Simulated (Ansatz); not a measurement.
An element in the fcc structure gives these cold pressures by all-electron LAPW under PBE (Ansatz 0.2.0, scalar-relativistic, no spin polarisation).

```
V (Å³/atom)  P (GPa)
      17.41    -0.01
      16.01    10.28
      14.62     25.0
      13.23     46.2
      11.84     77.1
      10.44    122.9
       9.05    194.3
       7.83    291.8
```

(1) Which element is it?

## Answers

(1) Ti. Its zero-pressure volume in this structure is near 17.4 Å³/atom; the volume and the steepness of P(V) together point to it, though neighbours can come close. This is the case that was computed; others weren't tested.
